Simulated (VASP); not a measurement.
## Al: single point with PBE

Crystal: Al.

```
Al
1.0
    -1.61751    1.78735    1.61751
     1.61751   -1.78735    1.61751
     1.44767    1.61751   -1.61751
Al
1
Direct
  0.00000 0.00000 0.00000
```

The cell isn't the ideal one: engineering shear strain xy -0.1050, strain +e along x and -e along y -0.0525.

```
Program             : VASP 6.6.1
Task                : single point
Functional          : PBE
Potentials or basis : VASP PAW PBE potentials, release 64 (Al)
Cutoff              : 520 eV
k mesh              : 20 × 20 × 20
Occupations         : gaussian, width 0.15 eV
Spin                : no spin polarisation
```

```yaml
Pressure: 1.2 GPa
Band_gap_on_the_k_mesh: none (metal or under the smearing width)
```

Stress tensor (GPa, compression positive):
```
-0.14  4.30  0.00
 4.30  2.94  0.00
 0.00  0.00  0.74
```

Levels at points of the mesh, in eV from the Fermi level:
| k point | band 1 | band 2 | band 3 | band 4 | band 5 | band 6 |
| --- | --- | --- | --- | --- | --- | --- |
| (0.00, 0.00, 0.00) | -10.99 | 11.87 | 12.18 | 12.67 | 14.01 | 14.70 |
| (0.50, 0.00, 0.00) | -4.47 | -4.28 | 8.48 | 8.96 | 12.05 | 12.47 |
| (0.00, 0.50, 0.00) | -3.96 | -3.31 | 6.35 | 6.91 | 9.71 | 11.19 |
| (0.50, 0.50, 0.00) | -4.72 | -4.63 | 8.51 | 9.07 | 10.40 | 12.30 |
| (0.00, 0.00, 0.50) | -3.69 | -2.75 | 7.07 | 7.98 | 9.31 | 10.29 |
| (0.50, 0.50, 0.50) | 0.51 | 1.79 | 2.30 | 3.24 | 3.57 | 6.11 |

It took 120 s on 1 thread of AMD EPYC 9R45 96-Core Processor (Zen 5), with other jobs on the host, peak memory 0.31 GiB.
